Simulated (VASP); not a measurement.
# PbSe in VASP: one cell, several levels of theory, part 2 of 2

The system is PbSe, a lower-symmetry cell derived from the zincblende prototype, a generated structure that needn't be the ground state.

VASP 6.6.1, plane waves, PAW. The steps go on from the part before.

### 3 r2SCAN

Contents of INCAR:

```
ENCUT = 520.000000
SIGMA = 0.010000
EDIFF = 1.00e-07
ALGO = Normal
METAGGA = R2SCAN
PREC = Accurate
IBRION = -1
ISIF = 2
ISMEAR = 0
NBANDS = 17
NELM = 120
NSW = 0
LASPH = .TRUE.
LCHARG = .TRUE.
LELF = .TRUE.
LWAVE = .FALSE.
LREAL = .FALSE.
```

Contents of KPOINTS:

```
KPOINTS created by Atomic Simulation Environment
0
Gamma
6 6 6
0 0 0
```

Contents of KPOINTS_OPT:

```
special points
8
Reciprocal
0.0000000000 0.0000000000 0.0000000000 1
-0.5000000000 -0.5000000000 0.0000000000 1
-0.3750000000 -0.3750000000 0.2500000000 1
-0.3750000000 0.0000000000 0.3750000000 1
0.0000000000 0.0000000000 0.5000000000 1
-0.5000000000 -0.2500000000 0.2500000000 1
0.2447920000 -0.5000000000 -0.2552080000 1
0.5000000000 0.0000000000 0.5000000000 1
```

Contents of POSCAR:

```
Pb Se
 1.0000000000000000
     0.0000000000000000    3.4232041309999999    3.4232041309999999
     3.4909835727999998    0.0000000000000000    3.4232041309999999
     3.4909835727999998    3.4232041309999999    0.0000000000000000
 Pb  Se
   1   1
Cartesian
  0.0000000000000000  0.0000000000000000  0.0000000000000000
  1.7454917863999999  1.7116020654999999  1.7116020654999999
```

Launch:

```console
$ mpirun -np 1 vasp_std
```

Standard output, without the iteration lines:

```text
POSCAR found type information on POSCAR PbSe
 POSCAR found :  2 types and       2 ions
 -----------------------------------------------------------------------------
|                                                                             |
|                                                                             |
|     You enforced a specific xc type in the INCAR file but a different       |
|     I HOPE YOU KNOW WHAT YOU ARE DOING!                                     |
|                                                                             |
 -----------------------------------------------------------------------------

 LDA part: xc-table for (None), standard interpolation
 POSCAR, INCAR and KPOINTS ok, starting setup
 FFT: planning ... GRIDC
 FFT: planning ... GRID_SOFT
 FFT: planning ... GRID
 WAVECAR not read
 entering main loop
 Start KPOINTS_OPT (optional k-point list driver)
k-point batch [1-8\8]
```

OSZICAR:

```text
N       E                     dE             d eps       ncg     rms          rms(c)
DAV:   1     0.982432284127E+02    0.98243E+02   -0.90999E+03  1020   0.111E+03
DAV:   2    -0.623023427211E+02   -0.16055E+03   -0.15560E+03  1056   0.294E+02
DAV:   3    -0.760811731014E+02   -0.13779E+02   -0.13684E+02  1338   0.946E+01
DAV:   4    -0.764453132662E+02   -0.36414E+00   -0.36357E+00  1209   0.188E+01
DAV:   5    -0.764579237319E+02   -0.12610E-01   -0.12610E-01  1414   0.337E+00    0.317E+00
DAV:   6    -0.714339993926E+02    0.50239E+01   -0.22551E+00  1258   0.238E+01    0.219E+00
DAV:   7    -0.714272279064E+02    0.67715E-02   -0.31560E-01  1124   0.434E+00    0.113E+00
DAV:   8    -0.714400368020E+02   -0.12809E-01   -0.18850E-02  1229   0.162E+00    0.518E-01
DAV:   9    -0.714452520224E+02   -0.52152E-02   -0.11624E-02  1080   0.111E+00    0.204E-01
DAV:  10    -0.714450579673E+02    0.19406E-03   -0.12337E-03  1342   0.511E-01    0.469E-02
DAV:  11    -0.714453012262E+02   -0.24326E-03   -0.46217E-04  1113   0.188E-01    0.458E-02
DAV:  12    -0.714452545868E+02    0.46639E-04   -0.13993E-04  1218   0.156E-01    0.868E-03
DAV:  13    -0.714452557036E+02   -0.11168E-05   -0.14861E-05  1417   0.333E-02    0.456E-03
DAV:  14    -0.714452553646E+02    0.33898E-06   -0.15534E-06  1369   0.146E-02    0.273E-03
DAV:  15    -0.714452554598E+02   -0.95208E-07   -0.61831E-07  1236   0.116E-02
   1 F= -.71445255E+02 E0= -.71445255E+02  d E =-.115046E-18
       N       E                     dE             ncg
DAV:   1     0.970248677995E+03   -0.41191E+04      280
DAV:   2    -0.254258070885E+03   -0.12245E+04      297
DAV:   3    -0.356924415578E+03   -0.10267E+03      320
DAV:   4    -0.359947749338E+03   -0.30233E+01      335
DAV:   5    -0.360063810553E+03   -0.11606E+00      346
DAV:   6    -0.360068992643E+03   -0.51821E-02      390
DAV:   7    -0.360069041883E+03   -0.49239E-04      372
DAV:   8    -0.360069043126E+03   -0.12431E-05      405
DAV:   9    -0.360069043135E+03   -0.86320E-08      284
```

From OUTCAR:

```text
k-points           NKPTS =     30   k-points in BZ     NKDIM =     30   number of bands    NBANDS=     17

   NELECT =      20.0000    total number of electrons

   dimension x,y,z NGX =    36 NGY =   36 NGZ =   36
   dimension x,y,z NGXF=    72 NGYF=   72 NGZF=   72

  energy-cutoff  :      520.00
  volume of cell :       81.82
      direct lattice vectors                 reciprocal lattice vectors
     0.000000000  3.423204131  3.423204131    -0.143226111  0.146061988  0.146061988
     3.490983573  0.000000000  3.423204131     0.143226111 -0.146061988  0.146061988
     3.490983573  3.423204131  0.000000000     0.143226111  0.146061988 -0.146061988

 k-points in reciprocal lattice and weights: KPOINTS created by Atomic Simulation Env
   0.00000000  0.00000000  0.00000000       0.005
   0.16666667  0.00000000  0.00000000       0.037
   0.33333333 -0.00000000 -0.00000000       0.037
   0.50000000 -0.00000000 -0.00000000       0.019
   0.16666667  0.16666667  0.00000000       0.019
   0.33333333  0.16666667 -0.00000000       0.074
   0.50000000  0.16666667 -0.00000000       0.074
  -0.33333333  0.16666667  0.00000000       0.074
[... 22 more k-points ...]

 E-fermi :   1.9465

 k-point     1 :       0.0000    0.0000    0.0000
  band No.  band energies     occupation
      1     -15.4163      2.00000
      2     -15.4115      2.00000
      3     -15.4115      2.00000
      4     -15.3829      2.00000
      5     -15.3786      2.00000
      6     -11.2136      2.00000
      7      -4.5275      2.00000
      8       0.2545      2.00000
      9       0.3276      2.00000
     10       0.3276      2.00000
     11       4.3233      0.00000
     12       4.3233      0.00000
     13       4.3850      0.00000
     14       6.8259      0.00000
     15      10.5596      0.00000
     16      10.8212      0.00000
     17      11.1916      0.00000

 k-point     2 :       0.1667    0.0000    0.0000
  band No.  band energies     occupation
      1     -15.4202      2.00000
      2     -15.4119      2.00000
      3     -15.4093      2.00000
      4     -15.3828      2.00000
      5     -15.3783      2.00000
      6     -11.0846      2.00000
      7      -4.9302      2.00000
      8       0.1210      2.00000
      9       0.1811      2.00000
     10       0.3189      2.00000
     11       4.2505      0.00000
     12       4.5832      0.00000
     13       4.6223      0.00000
     14       7.9285      0.00000
     15       9.8280      0.00000
     16       9.9839      0.00000
     17      10.6732      0.00000

 k-point     3 :       0.3333   -0.0000   -0.0000
  band No.  band energies     occupation
      1     -15.4326      2.00000
      2     -15.4083      2.00000
      3     -15.4056      2.00000
      4     -15.3818      2.00000
      5     -15.3771      2.00000
      6     -10.7905      2.00000
      7      -5.6906      2.00000
      8      -0.1412      2.00000
      9      -0.0690      2.00000
     10       0.1280      2.00000
     11       4.9411      0.00000
     12       4.9859      0.00000
     13       5.0761      0.00000
     14       8.6478      0.00000
     15       9.9833      0.00000
     16      10.0130      0.00000
     17      10.9884      0.00000

 k-point     4 :       0.5000   -0.0000   -0.0000
  band No.  band energies     occupation
      1     -15.4390      2.00000
      2     -15.4067      2.00000
      3     -15.4042      2.00000
      4     -15.3809      2.00000
      5     -15.3760      2.00000
      6     -10.6184      2.00000
      7      -6.0679      2.00000
      8      -0.2569      2.00000
      9      -0.1784      2.00000
     10      -0.0084      2.00000
     11       5.0915      0.00000
     12       5.1208      0.00000
     13       5.8219      0.00000
     14       8.7003      0.00000
     15      10.1361      0.00000
     16      10.7478      0.00000
     17      10.7991      0.00000

 k-point     5 :       0.1667    0.1667    0.0000
  band No.  band energies     occupation
      1     -15.4231      2.00000
      2     -15.4114      2.00000
      3     -15.4071      2.00000
      4     -15.3839      2.00000
      5     -15.3775      2.00000
      6     -11.0394      2.00000
      7      -5.0408      2.00000
      8      -0.1238      2.00000
      9      -0.0683      2.00000
     10       0.7890      2.00000
     11       3.5889      0.00000
     12       4.9396      0.00000
     13       5.0741      0.00000
     14       8.2976      0.00000
     15       8.7825      0.00000
     16      10.8781      0.00000
     17      11.9008      0.00000

 k-point     6 :       0.3333    0.1667   -0.0000
  band No.  band energies     occupation
      1     -15.4346      2.00000
      2     -15.4068      2.00000
      3     -15.4035      2.00000
      4     -15.3843      2.00000
      5     -15.3762      2.00000
      6     -10.7938      2.00000
      7      -5.6439      2.00000
      8      -0.5441      2.00000
      9      -0.3678      2.00000
     10       1.0254      2.00000
     11       3.6987      0.00000
     12       5.4293      0.00000
     13       5.5702      0.00000
     14       8.4654      0.00000
     15       9.5981      0.00000
     16      10.8793      0.00000
     17      11.7687      0.00000

 k-point     7 :       0.5000    0.1667   -0.0000
  band No.  band energies     occupation
      1     -15.4418      2.00000
      2     -15.4046      2.00000
      3     -15.4021      2.00000
      4     -15.3828      2.00000
      5     -15.3759      2.00000
      6     -10.5643      2.00000
      7      -6.1296      2.00000
      8      -0.9611      2.00000
      9      -0.4362      2.00000
     10       1.0228      2.00000
     11       4.5025      0.00000
     12       5.5668      0.00000
     13       5.7296      0.00000
     14       8.9610      0.00000
     15       9.7809      0.00000
     16      10.9253      0.00000
     17      11.1076      0.00000

[... the tables of k-points 8 to 30 left out ...]

  Total       -0.3566189     -0.3189949     -0.3189949     -0.0000000      0.0000000     -0.0000000
  in kB       -6.9834736     -6.2467041     -6.2467041     -0.0000000      0.0000000     -0.0000000
  external PRESSURE =      -6.4922939 kB  Pullay stress =       0.0000000 kB

 POSITION                                       TOTAL-FORCE (eV/Angst)
 -----------------------------------------------------------------------------------
      0.00000      0.00000      0.00000         0.000000      0.000000      0.000000
      1.74549      1.71160      1.71160         0.000000     -0.000000     -0.000000
 -----------------------------------------------------------------------------------
    total drift:                               -0.000000      0.000000      0.000000

  FREE ENERGIE OF THE ION-ELECTRON SYSTEM (eV)
  ---------------------------------------------------
  free  energy   TOTEN  =       -71.4452554598 eV

  energy  without entropy=      -71.4452554598  energy(sigma->0) =      -71.44525546
```

Hardware: 1 MPI rank of Intel Xeon Platinum 8488C, shared host.

The levels at the points of KPOINTS_OPT are read from vasprun.xml.

Band energies at the special points (eV, zero at the top of v, the last band that the electrons fill by count):

```csv
point,v−1,v,c,c+1
Γ,-1.67,-1.67,2.33,2.33
X,-2.92,-0.57,0.81,5.07
U,-2.72,-0.40,1.84,4.16
K,-2.72,-0.40,1.84,4.16
L,-2.18,-2.01,3.09,3.12
W,-3.11,-0.06,2.35,2.87
```

r2SCAN gives an indirect gap of 0.81 eV, from (0.24, -0.50, -0.26) to X; the least direct gap is 1.35 eV. The pressure is -0.65 GPa; the forces vanish within 0.01 eV/Å.

### 4 Summary

The summary covers parts 1 to 2.

| level | gap (eV) | pressure (GPa) | Ansatz: gap (eV) | Ansatz: pressure (GPa) |
| --- | --- | --- | --- | --- |
| PBE | 0.63 | 0.09 | 0.63 | 0.11 |
| r2SCAN | 0.81 | -0.65 | 0.81 | -0.65 |

In words: The gap runs from 0.63 eV (PBE) to 0.81 eV (r2SCAN). Spin-orbit coupling is left out, though the cell holds Pb (Z = 82); in an element this heavy it can shift bands and gaps by tenths of an eV. The pressure is highest with PBE (0.1 GPa) and lowest with r2SCAN (-0.6 GPa), which orders the cells that they would relax to. The two programs agree on the gap within 0.01 eV, far less than the spread between functionals. Datasets and cutoffs are each program's own. VASP's cell holds 20 valence electrons and Ansatz's 30.
